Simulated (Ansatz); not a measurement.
Reactions of CF$_{6}$Si, SMILES `FC(F)(F)[Si](F)(F)F`.

Calculated with Ansatz (gas phase, PBE0-D4/def2-TZVP geometries, no zero-point term in ΔE). CCSD(T)/CBS adds triple-zeta CCSD(T) − MP2 to the extrapolated MP2 energy (def2 sets, frozen cores). This one scheme is used for every species, atoms too. For atomizations the MP2-based limit and the directly extrapolated one differ by several kJ/mol either way, and by 10 to 25 for some Ge, Se and Sn compounds, so smaller differences from it don't rank the levels. DFT in def2-TZVPP. Open shells (•) are unrestricted, without spin–orbit coupling. Spin–orbit coupling would lower the free atoms: a little for C, F, Si. Elements past krypton have def2 core potentials. Bonds to Sn are less sure, by a few kJ/mol each and by 10 to 20 or more in all where they break to atoms, as the def2 sets lack core-valence functions. Each species was taken in one conformer, which may not be the lowest.

```csv
reaction,PBE-D4 (kcal/mol),ωB97X-V (kcal/mol),MP2/CBS(def2) (kcal/mol),PBE0-D4 (kcal/mol),CCSD(T)/CBS(def2) (kcal/mol)
`FC(F)(F)[Si](F)(F)F` → C• + 6 F• + Si•,869.8,842.8,892.9,834.5,843.7
`FC(F)(F)[Si](F)(F)F` + H₂ → `F[SiH](F)F` + trifluoromethane,-14.2,-16.6,-17.6,-16.8,-17.6
`FC(F)(F)[Si](F)(F)F` + CH₃NH₂ → `CN[Si](F)(F)F` + trifluoromethane,-26.7,-29.6,-31.9,-29.7,-30.9
`FC(F)(F)[Si](F)(F)F` + `[OH][SnH]([F])[F]` → `[F][SnH]([F])[O]C(F)(F)F` + `F[SiH](F)F`,-3.1,-7.0,-5.3,-5.9,-6.0
`FC(F)(F)[Si](F)(F)F` + `C=CCS` → `C=CCSC(F)(F)F` + `F[SiH](F)F`,-0.8,-1.5,-2.5,-1.0,-1.5
`FC(F)(F)[Si](F)(F)F` → `F[C](F)F`• + `F[Si](F)F`•,85.9,92.2,93.4,86.9,93.2
`FC(F)(F)[Si](F)(F)F` + `O[SiH](O)O` → `O[SiH](O)O[Si](F)(F)F` + trifluoromethane,-38.4,-42.6,-45.3,-42.3,-44.7
`FC(F)(F)[Si](F)(F)F` → tetrafluoromethane + `F[Si]F`,63.4,67.0,72.2,66.1,68.2
`FC(F)(F)[Si](F)(F)F` → silicon tetrafluoride + `F[C]F`,20.2,16.5,14.1,20.3,11.2
`FC(F)(F)[Si](F)(F)F` + CH₃OH → `CO[Si](F)(F)F` + trifluoromethane,-34.7,-38.8,-41.2,-38.0,-40.3
```

Largest T1 diagnostic: 0.017, for `F[C]F`.
